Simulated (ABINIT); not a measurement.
# Sn (I4/mmm) in ABINIT: band structure with PBEsol

Aim: the band structure of Sn with PBEsol.

All numbers are computed with ABINIT 10.8.3 (patched build); they aren't measurements. Logs are shortened: lines on timing, memory, paths and dates and some standing lists are left out, and cuts for length are marked. The log counts tension as positive stress, the text compression.

## 1. The crystal as given

Symmetry: I4/mmm, No. 139, tetragonal system. The conventional cell has a = 4.058 Å, b = 4.058 Å, c = 3.322 Å, α = 90.00°, β = 90.00°, γ = 90.00°. Sn (site symmetry 4/mmm) is surrounded by 10 Sn at 3.32 Å.

This isn't the form of Sn at room conditions, which is tetragonal (white tin).

## 2. Band structure, PBEsol

File run.abi:

```
# Datasets: ground state, then fixed potential
ndtset 2

# Pseudopotentials
pp_dirpath "./"
pseudos "Sn.upf"

# Structure
acell 3*1.0
rprim
    -3.8346122418     3.8346122418     3.1383815391
     3.8346122418    -3.8346122418     3.1383815391
     3.8346122418     3.8346122418    -3.1383815391
ntypat 1
znucl 50
natom 1
typat 1
xred
     0.0000000000     0.0000000000     0.0000000000

# Plane-wave basis
ecut 36.0

# Exchange and correlation
ixc -116133

# Bands and occupations
occopt 3
tsmear 0.00183747

# SCF cycle
nstep 100

# Output
iomode 3
prtwf 0
prteig 0
prtebands 0
enunit 1
prtden1 1
prtvha1 1
prtvclmb1 1
prtpot1 1
prtelf1 1

# Dataset 1
kptopt1 1
ngkpt1 10 10 10
nshiftk1 1
shiftk1 0.0 0.0 0.0
nband1 11
tolvrs1 1.0e-10

# Dataset 2: bands along G-X-M-G-Z-P-N-Z1-M
iscf2 -2
getden2 1
nband2 17
nbdbuf2 4
tolwfr2 1.0e-11
kptopt2 -8
ndivsm2 5
prteig2 1
prtvol2 -3
kptbounds2
     0.0000000000     0.0000000000     0.0000000000
     0.0000000000     0.0000000000     0.5000000000
    -0.5000000000     0.5000000000     0.5000000000
     0.0000000000     0.0000000000     0.0000000000
     0.4174590337     0.4174590337    -0.4174590337
     0.2500000000     0.2500000000     0.2500000000
     0.0000000000     0.5000000000     0.0000000000
    -0.4174590337     0.5825409663     0.4174590337
    -0.5000000000     0.5000000000     0.5000000000
```

Potentials or basis: PseudoDojo NC SR PBEsol v0.4.1 standard.

Command:

```bash
> abinit run.abi > log 2>&1
```

run.abo:

```text
.Version 10.8.3 of ABINIT
 DATASET    1 : space group I4/m m m (#139); Bravais tI (body-center tetrag.)
================================================================================
 Values of the parameters that define the memory need for DATASET  1.
     intxc =       0    ionmov =       0      iscf =       7    lmnmax =       6
     lnmax =       6     mgfft =      36  mpssoang =       3    mqgrid =    3001
     natom =       1  nloc_mem =       1    nspden =       1   nspinor =       1
    nsppol =       1      nsym =      16    n1xccc =    2501    ntypat =       1
    occopt =       3   xclevel =       2
       mpw =        1933          nfft =       46656          nkpt =         102
================================================================================
================================================================================

 DATASET    2 : space group I4/m m m (#139); Bravais tI (body-center tetrag.)
================================================================================
 Values of the parameters that define the memory need for DATASET  2.
     intxc =       0    ionmov =       0      iscf =      -2    lmnmax =       6
     lnmax =       6     mgfft =      36  mpssoang =       3    mqgrid =    3001
     natom =       1  nloc_mem =       1    nspden =       1   nspinor =       1
    nsppol =       1      nsym =      16    n1xccc =    2501    ntypat =       1
    occopt =       3   xclevel =       2
       mpw =        1945          nfft =       46656          nkpt =         140
================================================================================
================================================================================

--------------------------------------------------------------------------------
------------- Echo of variables that govern the present computation ------------
--------------------------------------------------------------------------------
 -outvars: echo values of preprocessed input variables --------
            acell      1.0000000000E+00  1.0000000000E+00  1.0000000000E+00 Bohr
              amu      1.18710000E+02
             ecut      3.60000000E+01 Hartree
           enunit           1
           getden1          0
           getden2          1
             iscf1          7
             iscf2         -2
              ixc     -116133
           jdtset        1    2
           kptopt1          1
           kptopt2         -8
         kptrlatt       10    0    0      0   10    0      0    0   10
          kptrlen1     6.26561575E+01
          kptrlen2     3.00000000E+01
            natom           1
            nband1         11
            nband2         17
           nbdbuf1          0
           nbdbuf2          4
           ndtset           2
           ndivsm1          0
           ndivsm2          5
            ngfft          36      36      36
             nkpt1        102
             nkpt2        140
            nstep         100
             nsym          16
           ntypat           1
           occopt           3
        prtebands           0
           prteig1          0
           prteig2          1
           prtelf1          1
           prtelf2          0
           prtpot1          1
           prtpot2          0
         prtvclmb1          1
         prtvclmb2          0
           prtvha1          1
           prtvha2          0
           prtvol1          0
           prtvol2         -3
            prtwf           0
            rprim     -3.8346122418E+00  3.8346122418E+00  3.1383815391E+00
                       3.8346122418E+00 -3.8346122418E+00  3.1383815391E+00
                       3.8346122418E+00  3.8346122418E+00 -3.1383815391E+00
           shiftk1     0.00000000E+00  0.00000000E+00  0.00000000E+00
           shiftk2     5.00000000E-01  5.00000000E-01  5.00000000E-01
          spgroup         139
           tolvrs1     1.00000000E-10
           tolvrs2     0.00000000E+00
           tolwfr1     0.00000000E+00
           tolwfr2     1.00000000E-11
           tsmear      1.83747000E-03 Hartree
            typat      1
            znucl       50.00000

================================================================================

 chkinp: Checking input parameters for consistency, jdtset=   1.

 chkinp: Checking input parameters for consistency, jdtset=   2.

================================================================================
[... 143 lines left out ...]
 Cartesian components of stress tensor (hartree/bohr^3)
  sigma(1 1)=  7.50819856E-05  sigma(3 2)=  0.00000000E+00
  sigma(2 2)=  7.50819856E-05  sigma(3 1)=  0.00000000E+00
  sigma(3 3)=  3.91497397E-05  sigma(2 1)=  0.00000000E+00

-Cartesian components of stress tensor (GPa)         [Pressure= -1.8566E+00 GPa]
- sigma(1 1)=  2.20898828E+00  sigma(3 2)=  0.00000000E+00
- sigma(2 2)=  2.20898828E+00  sigma(3 1)=  0.00000000E+00
- sigma(3 3)=  1.15182511E+00  sigma(2 1)=  0.00000000E+00

================================================================================
== DATASET  2 ==================================================================

--- !DatasetInfo
iteration_state: {dtset: 2, }
dimensions: {natom: 1, nkpt: 140, mband: 17, nsppol: 1, nspinor: 1, nspden: 1, mpw: 1945, }
cutoff_energies: {ecut:  36.0, pawecutdg:  -1.0, }
electrons: {nelect:   1.40000000E+01, charge:   0.00000000E+00, occopt:   3.00000000E+00, tsmear:   1.83747000E-03, }
meta: {optdriver: 0, ionmov: 0, optcell: 0, iscf: -2, paral_kgb: 0, }
...

 mkfilename : getden/=0, take file _DEN from output of DATASET   1.

 Real(R)+Recip(G) space primitive vectors, cartesian coordinates (Bohr,Bohr^-1):
 R(1)= -3.8346122  3.8346122  3.1383815  G(1)=  0.0000000  0.1303913  0.1593178
 R(2)=  3.8346122 -3.8346122  3.1383815  G(2)=  0.1303913  0.0000000  0.1593178
 R(3)=  3.8346122  3.8346122 -3.1383815  G(3)=  0.1303913  0.1303913  0.0000000
 Unit cell volume ucvol=  1.8459020E+02 bohr^3
 Angles (23,13,12)=  1.04530205E+02  1.04530205E+02  1.19882259E+02 degrees

 getcut: wavevector=  0.0000  0.0000  0.0000  ngfft=  36  36  36
         ecut(hartree)=     36.000   => boxcut(ratio)=   2.12837
--------------------------------------------------------------------------------

================================================================================
 Non-SCF case, kpt    1 (  0.00000  0.00000  0.00000), residuals and eigenvalues=
  9.98E-12  7.18E-12  5.54E-12  8.23E-12  9.53E-12  3.33E-12  7.81E-12  2.92E-12
  1.79E-12  4.67E-12  9.35E-12  2.71E-12  8.17E-12  9.18E-12  2.06E-07  2.51E-09
  8.33E-07
 -5.6591E-01 -5.6308E-01 -5.6308E-01 -5.6300E-01 -5.5882E-01 -1.8244E-01
  4.7266E-01  4.7266E-01  5.6498E-01  6.0083E-01  6.4143E-01  6.9696E-01
  6.9696E-01  7.5943E-01  7.5943E-01  7.6742E-01  8.1904E-01
 Non-SCF case, kpt    2 (  0.00000  0.00000  0.02778), residuals and eigenvalues=
  4.28E-12  2.41E-12  1.14E-12  1.38E-12  2.50E-12  3.41E-12  1.49E-12  4.39E-12
  3.55E-12  8.10E-12  7.43E-12  9.26E-12  3.12E-12  5.28E-10  6.45E-08  1.59E-08
  1.05E-05
 -5.6588E-01 -5.6309E-01 -5.6304E-01 -5.6301E-01 -5.5884E-01 -1.8191E-01
  4.6412E-01  4.7304E-01  5.6308E-01  6.0562E-01  6.4408E-01  6.9494E-01
  6.9807E-01  7.4769E-01  7.6215E-01  7.8011E-01  8.2155E-01
[... 952 lines left out ...]
 Non-SCF case, kpt  139 ( -0.48349  0.51651  0.48349), residuals and eigenvalues=
  9.39E-12  2.89E-12  3.32E-12  2.20E-12  2.60E-12  2.00E-12  2.18E-12  4.16E-12
  4.23E-12  2.30E-12  1.39E-12  3.88E-12  7.71E-12  2.01E-11  1.12E-09  8.32E-05
  9.98E-12
 -5.6707E-01 -5.6478E-01 -5.5782E-01 -5.5782E-01 -5.5670E-01  9.7987E-02
  1.6723E-01  1.6723E-01  3.0957E-01  3.3624E-01  4.5642E-01  9.4730E-01
  1.0041E+00  1.0041E+00  1.0337E+00  1.0913E+00  1.1025E+00
 Non-SCF case, kpt  140 ( -0.50000  0.50000  0.50000), residuals and eigenvalues=
  3.55E-12  3.93E-12  9.31E-12  4.22E-12  1.94E-12  3.08E-12  2.20E-12  9.36E-12
  3.78E-12  9.65E-12  4.22E-12  4.86E-12  9.21E-12  2.45E-10  2.02E-08  2.82E-04
  7.90E-12
 -5.6714E-01 -5.6480E-01 -5.5779E-01 -5.5779E-01 -5.5668E-01  9.7809E-02
  1.6659E-01  1.6659E-01  3.1702E-01  3.3576E-01  4.4771E-01  9.5291E-01
  1.0145E+00  1.0145E+00  1.0392E+00  1.0863E+00  1.0916E+00

--- !ResultsGS
iteration_state: {dtset: 2, }
comment   : Summary of ground state results
lattice_vectors:
- [ -3.8346122,   3.8346122,   3.1383815, ]
- [  3.8346122,  -3.8346122,   3.1383815, ]
- [  3.8346122,   3.8346122,  -3.1383815, ]
lattice_lengths: [   6.26562,    6.26562,    6.26562, ]
lattice_angles: [104.530, 104.530, 119.882, ] # degrees, (23, 13, 12)
lattice_volume:   1.8459020E+02
convergence: {deltae:  0.000E+00, res2:  0.000E+00, residm:  9.981E-12, diffor:  0.000E+00, }
etotal    :  -7.86295030E+01
entropy   :   0.00000000E+00
fermie    :   2.22290918E-01
cartesian_stress_tensor: null
pressure_GPa: null
xred      :
- [  0.0000E+00,   0.0000E+00,   0.0000E+00, Sn]
cartesian_forces: null
force_length_stats: {min: null, max: null, mean: null, }
...

 Integrated electronic density in atomic spheres:
 ------------------------------------------------
 Atom  Sphere_radius  Integrated_density
    1        2.00000         10.53540153
================================================================================

 ----iterations are completed or convergence reached----

 Mean square residual over all n,k,spin=   45.797E-13; max=  99.811E-13
 reduced coordinates (array xred) for    1 atoms
       0.000000000000      0.000000000000      0.000000000000

 cartesian coordinates (angstrom) at end:
    1      0.00000000000000     0.00000000000000     0.00000000000000
 length scales=  1.000000000000  1.000000000000  1.000000000000 bohr
              =  0.529177210544  0.529177210544  0.529177210544 angstroms
 Eigenvalues (   eV  ) for nkpt= 140  k points:
 kpt#   1, nband= 17, wtk=  1.00000, kpt=  0.0000  0.0000  0.0000 (reduced coord)
 -15.39909  -15.32227  -15.32227  -15.31995  -15.20635   -4.96449   12.86168   12.86168
  15.37396   16.34937   17.45426   18.96527   18.96527   20.66516   20.66516   20.88269
  22.28727
 kpt#   2, nband= 17, wtk=  1.00000, kpt=  0.0000  0.0000  0.0278 (reduced coord)
 -15.39828  -15.32246  -15.32109  -15.32028  -15.20669   -4.95002   12.62927   12.87211
  15.32231   16.47972   17.52633   18.91018   18.99558   20.34564   20.73924   21.22777
  22.35541
 kpt#   3, nband= 17, wtk=  1.00000, kpt=  0.0000  0.0000  0.0556 (reduced coord)
 -15.39589  -15.32301  -15.32127  -15.31756  -15.20769   -4.90660   12.05277   12.90311
  15.17604   16.71421   17.71821   18.76095   19.15281   19.96306   20.95284   21.68699
  22.52015
 kpt#   4, nband= 17, wtk=  1.00000, kpt=  0.0000  0.0000  0.0833 (reduced coord)
 -15.39201  -15.32390  -15.32288  -15.31180  -15.20933   -4.83425   11.30927   12.95367
  14.95630   16.88900   17.87188   18.55230   19.59635   19.60118   21.28479   22.17654
  22.82590
 kpt#   5, nband= 17, wtk=  1.00000, kpt=  0.0000  0.0000  0.1111 (reduced coord)
[... 529 lines left out ...]
   7.31739    9.25304   13.80888   24.87898   26.01429   26.01429   27.18279   30.84347
  31.40878
 kpt# 138, nband= 17, wtk=  1.00000, kpt= -0.4670  0.5330  0.4670 (reduced coord)
 -15.42471  -15.36698  -15.18222  -15.18222  -15.15039    2.67937    4.60279    4.60279
   7.93092    9.18833   13.01661   25.38918   26.71658   26.71658   27.72753   30.14178
  30.64431
 kpt# 139, nband= 17, wtk=  1.00000, kpt= -0.4835  0.5165  0.4835 (reduced coord)
 -15.43074  -15.36851  -15.17915  -15.17915  -15.14853    2.66635    4.55050    4.55050
   8.42391    9.14953   12.41970   25.77742   27.32296   27.32296   28.12711   29.69645
  29.99970
 kpt# 140, nband= 17, wtk=  1.00000, kpt= -0.5000  0.5000  0.5000 (reduced coord)
 -15.43278  -15.36902  -15.17812  -15.17812  -15.14791    2.66152    4.53305    4.53305
   8.62662    9.13660   12.18285   25.92998   27.60590   27.60590   28.27885   29.56043
  29.70387

== END DATASET(S) ==============================================================
================================================================================

 -outvars: echo values of variables after computation  --------
            acell      1.0000000000E+00  1.0000000000E+00  1.0000000000E+00 Bohr
           etotal1    -7.8629503003E+01
            fcart1    -0.0000000000E+00 -0.0000000000E+00 -0.0000000000E+00
            rprim     -3.8346122418E+00  3.8346122418E+00  3.1383815391E+00
                       3.8346122418E+00 -3.8346122418E+00  3.1383815391E+00
                       3.8346122418E+00  3.8346122418E+00 -3.1383815391E+00
           strten1     7.5081985585E-05  7.5081985585E-05  3.9149739701E-05
                       0.0000000000E+00  0.0000000000E+00  0.0000000000E+00
 Calculation completed.
```

Wall time 86 s (1 thread of Arm Neoverse V2, shared host); peak memory 0.13 GiB.

Results:

```yaml
Free_energy: -2139.6178 eV
Pressure: -1.9 GPa
Band_gap_on_the_k_mesh: none (metal or under the smearing width)
Valence_electrons_inside_the_program's_atomic_spheres: Sn 10.54 (radii [1.0584] Å)
```

Stress tensor (GPa, compression positive):
```
-2.21  0.00  0.00
 0.00 -2.21  0.00
 0.00  0.00 -1.15
```

Levels at the corners of the path, in eV from the Fermi level:
| point | band 3 | band 4 | band 5 | band 6 | band 7 | band 8 | band 9 | band 10 | band 11 | band 12 |
| --- | --- | --- | --- | --- | --- | --- | --- | --- | --- | --- |
| Γ | -21.37 | -21.37 | -21.26 | -11.01 | 6.81 | 6.81 | 9.33 | 10.30 | 11.41 | 12.92 |
| X | -21.34 | -21.30 | -21.21 | -7.25 | -4.64 | 5.84 | 7.79 | 10.41 | 10.96 | 12.07 |
| M | -21.23 | -21.23 | -21.20 | -3.39 | -1.52 | -1.52 | 2.58 | 3.09 | 6.13 | 19.88 |
| Γ | -21.37 | -21.37 | -21.26 | -11.01 | 6.81 | 6.81 | 9.33 | 10.30 | 11.41 | 12.92 |
| Z | -21.25 | -21.25 | -21.21 | -3.36 | -1.08 | -1.08 | 0.04 | 3.41 | 9.62 | 17.70 |
| P | -21.33 | -21.29 | -21.24 | -4.85 | -2.11 | -0.85 | -0.85 | 15.49 | 15.49 | 16.37 |
| N | -21.30 | -21.23 | -21.21 | -5.74 | -4.12 | 3.13 | 4.39 | 7.21 | 7.42 | 14.00 |
| Z1 | -21.25 | -21.25 | -21.21 | -3.36 | -1.08 | -1.08 | 0.04 | 3.41 | 9.62 | 17.70 |
| M | -21.23 | -21.23 | -21.20 | -3.39 | -1.52 | -1.52 | 2.58 | 3.09 | 6.13 | 19.88 |

Caveat: spin-orbit coupling is left out, which moves the levels of the heavy elements.
